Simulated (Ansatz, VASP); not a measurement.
# Two plane-wave programs on Ga

```
Ga
1.0
     1.45000   -4.06500    0.00000
     1.45000    4.06500    0.00000
     0.00000    0.00000    3.17000
Ga
2
Direct
  0.13300 0.86700 0.75000
  0.86700 0.13300 0.25000
```

This isn't the form of Ga at room conditions, which is orthorhombic.

Alike in both runs: functional r2SCAN; k mesh 6 × 6 × 5; occupations fermi-dirac, width 0.05 eV; no spin polarisation.

```csv
,VASP,Ansatz
version,VASP 6.6.1,Ansatz 0.2.0
potentials or method,"VASP PAW PBE potentials, release 64 (Ga_d)",Ansatz PAW
plane-wave cutoff (eV),520,500
valence electrons in the cell,26,26
task,single point,band structure
```

Ansatz gave:

```
gap on the k mesh at the Fermi level (eV)       : none
pressure (GPa)                                  : -1.3
largest component of the traceless stress (GPa) : 3.03
rms of the force components (eV/Å)              : 0.130
```

Problem. Which values does VASP return?

Solution. gap on the k mesh at the Fermi level (eV): none; pressure (GPa): -1.3; largest component of the traceless stress (GPa): 3.00; rms of the force components (eV/Å): 0.131.

Atom by atom the forces differ by 0.001 eV/Å (rms over components). A gap of «none» marks a metal or a gap that the smearing closes. With one functional, cell and mesh, what is left measures potentials, basis and numerics.

Caveats: the k mesh is coarse (spacing up to 0.40 Å⁻¹), so the values aren't converged; the PAW data sets were made with another functional, which shifts forces and pressure a little (VASP); the PAW data sets come from PBE, with cores solved anew for the run's functional, which leaves a small shift of forces and pressure (Ansatz).
